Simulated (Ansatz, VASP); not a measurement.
## NaCl in VASP and in Ansatz

The input INCAR:

```
SYSTEM = NaCl
ALGO     = Normal         ! electronic algorithm
EDIFF    = 1E-6           ! SCF threshold, eV
ENCUT    = 520            ! plane-wave cutoff, eV
GGA      = PS             ! functional
ISIF     = 2              ! what is computed and relaxed
ISMEAR   = 0              ! smearing method
LASPH    = .True.         ! aspherical terms in the spheres
LCHARG   = .True.         ! write CHGCAR
LELF     = .True.         ! ELF
LREAL    = .False.        ! projectors in reciprocal space
LVHAR    = .True.       
LWAVE    = .False.        ! write WAVECAR
NBANDS   = 14             ! bands
NELM     = 60             ! most SCF steps
PREC     = Accurate       ! precision mode
SIGMA    = 0.05           ! smearing width, eV
```

File KPOINTS:

```
k-points
0
Gamma
  10 10 10
  0 0 0
```

The input POSCAR:

```
NaCl
1.0
    3.4475495236      0.0000000000     -0.0172377476
    0.0000000000      3.4475495236      0.0000000000
   -0.0172377476      0.0000000000      3.4475495236
Na Cl
1 1
Direct
    0.0000000000      0.0000000000      0.0000000000
    0.5000000000      0.5000000000      0.5000000000
```

Input for Ansatz:

```yaml
crystal:
  lattice:
    - [3.4475495236, 0.0, -0.0172377476]
    - [0.0, 3.4475495236, 0.0]
    - [-0.0172377476, 0.0, 3.4475495236]
  atoms:
    - { symbol: Na, position: [0.0, 0.0, 0.0] }
    - { symbol: Cl, position: [0.5, 0.5, 0.5] }
basis:
  ecutwfc: 420
  ecutrho_ratio: 4
kpoints:
  mp_grid: { grid: [10, 10, 10] }
hamiltonian:
  xc: pbesol
scf:
  occupations: { method: gaussian, width: 0.05 }
output:
  forces: true
  stress: true
  eigenvalues: true
```

Change from the starting cell: strain e5 = -0.01, atoms carried along.

Alike in both runs: task single point; functional PBEsol; k mesh 10 × 10 × 10; occupations gaussian, width 0.05 eV; no spin polarisation.

```csv
,VASP,Ansatz
version,VASP 6.6.1,Ansatz 0.2.0
potentials or method,"VASP PAW PBE potentials, release 64 (Na_pv, Cl)","scalar-relativistic, plane waves, PAW"
plane-wave cutoff (eV),520,420
valence electrons in the cell,14,16
```

|  | VASP | Ansatz | Ansatz less VASP |
| --- | --- | --- | --- |
| gap on the k mesh at the Fermi level (eV) | 3.99 | 3.99 | +0.003 |
| least direct gap on the mesh (eV) | 4.52 | 4.52 | +0.003 |
| pressure (GPa) | 0.0 | 0.0 | 0.00 |

The two sets of potentials don't hold the same shells in valence.

Caveats: the PAW data sets were made with another functional, which shifts forces and pressure a little (VASP). A k mesh can miss the band edges.
